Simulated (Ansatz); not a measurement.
# Al3Fe: the cost of one run

Computed with Ansatz 0.2.0 (DFT PBE, scalar-relativistic, plane waves, PAW, unless a step names another level, unless a step's input says otherwise).

### 1 Starting point

The structure is tetragonal, space group P4_2/mnm (No. 136). Conventional cell: a = 6.278 Å, b = 6.278 Å, c = 6.348 Å, α = 90.00°, β = 90.00°, γ = 90.00°. Al (site symmetry 2/m) is surrounded by 2 Fe at 2.38 Å. Al (site symmetry m) is surrounded by 3 Fe at 2.37 to 2.46 Å. Around Fe (site symmetry m2m) lie 8 Al at 2.37 to 2.46 Å.

As a file:

```
Al Fe
1.0
     6.27759    0.00000    0.00000
     0.00000    6.27759    0.00000
     0.00000    0.00000    6.34828
Al Fe
12 4
Direct
  0.50000 0.00000 0.50000
  0.00000 0.50000 0.50000
  0.34402 0.65598 0.23742
  0.34402 0.65598 0.76258
  0.65598 0.34402 0.76258
  0.65598 0.34402 0.23742
  0.00000 0.50000 0.00000
  0.50000 0.00000 0.00000
  0.84402 0.84402 0.26258
  0.15598 0.15598 0.26258
  0.84402 0.84402 0.73742
  0.15598 0.15598 0.73742
  0.15469 0.84531 0.50000
  0.84531 0.15469 0.50000
  0.34531 0.34531 0.00000
  0.65469 0.65469 0.00000
```

It came out lowest among 20 distinct ends of the trial cells. At a tolerance of 0.02 Å it has space group P4_2/mnm (No. 136).

### 2 Tight relaxation for the response runs, on the response runs' mesh and smearing

Contents of input.yaml:

```yaml
crystal:
  lattice:
    - [6.2775934945, 0.0, 0.0]
    - [0.0, 6.2775934945, 0.0]
    - [0.0, 0.0, 6.3482759702]
  atoms:
    - { symbol: Al, position: [0.5, 0.0, 0.5] }
    - { symbol: Al, position: [0.0, 0.5, 0.5] }
    - { symbol: Al, position: [0.3440219106, 0.6559780894, 0.2374204498] }
    - { symbol: Al, position: [0.3440219106, 0.6559780894, 0.7625795502] }
    - { symbol: Al, position: [0.6559780894, 0.3440219106, 0.7625795502] }
    - { symbol: Al, position: [0.6559780894, 0.3440219106, 0.2374204498] }
    - { symbol: Al, position: [0.0, 0.5, 0.0] }
    - { symbol: Al, position: [0.5, 0.0, 0.0] }
    - { symbol: Al, position: [0.8440219106, 0.8440219106, 0.2625795502] }
    - { symbol: Al, position: [0.1559780894, 0.1559780894, 0.2625795502] }
    - { symbol: Al, position: [0.8440219106, 0.8440219106, 0.7374204498] }
    - { symbol: Al, position: [0.1559780894, 0.1559780894, 0.7374204498] }
    - { symbol: Fe, position: [0.1546947686, 0.8453052314, 0.5] }
    - { symbol: Fe, position: [0.8453052314, 0.1546947686, 0.5] }
    - { symbol: Fe, position: [0.3453052314, 0.3453052314, 0.0] }
    - { symbol: Fe, position: [0.6546947686, 0.6546947686, 0.0] }
basis:
  ecutwfc: 420
kpoints:
  mp_grid: { grid: [6, 6, 6] }
hamiltonian:
  xc: pbe
scf:
  occupations: { method: gaussian, width: 0.01 }
output:
  forces: true
  stress: true
  eigenvalues: true
relax:
  adjacent_minimum: "off"
  f_tol: 0.001
  max_steps: 60
  cell: { stress_tol: 0.01 }
```

On the command line:

```sh
$ ansatz run input.yaml --threads 3 --pin off --max-ram 7680MiB --backend cpu --events-out ev --progress --plain --runs-dir out
```

What time and memory should one allow on 3 threads of Intel Xeon Gold 6455B (Sapphire Rapids), shared host?

About 25 s, with a peak of 1 GiB.
